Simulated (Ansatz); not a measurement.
Crystal: MnO.

```
CELL_PARAMETERS angstrom
0.00000 2.22200 2.22200
2.22200 0.00000 2.22200
2.22200 2.22200 0.00000
ATOMIC_POSITIONS crystal
Mn 0.00000 0.00000 0.00000
O 0.50000 0.50000 0.50000
```

Base run:

```yaml
Program: Ansatz 0.2.0
Functional: PBE
Potentials_or_basis: Ansatz PAW
Cutoff: "420 eV (not typed: the program's choice for these potentials)"
k_mesh: 10 × 10 × 10
Occupations: fermi-dirac, width 0.05 eV
Spin: collinear spin, ferromagnetic start
Starting_moments: "[4.0, 0.0] μB"
Hubbard_terms: Mn d U = 3 eV
```

Its results: band gap on the k mesh none (metal or under the smearing width); pressure 8.5 GPa; net moment 5.00 μB per cell; site moments Mn +4.26; O +0.20 μB.

Task: The run is repeated on the same cell with these changes: hubbard terms from Mn d U = 3 eV to Mn d U = 5 eV. What comes out?

Result: Band gap on the k mesh 0.30 eV, indirect (least direct gap 2.57 eV); pressure 10.8 GPa; net moment 5.00 μB per cell; site moments Mn +4.30; O +0.16 μB.

Caveats: the magnetic or orbital state may not be the lowest; a cell with one magnetic atom can't hold antiferromagnetic order, which such compounds often take; the density of states is complete only up to the lowest level of the last band computed.

A k mesh can miss the band edges.
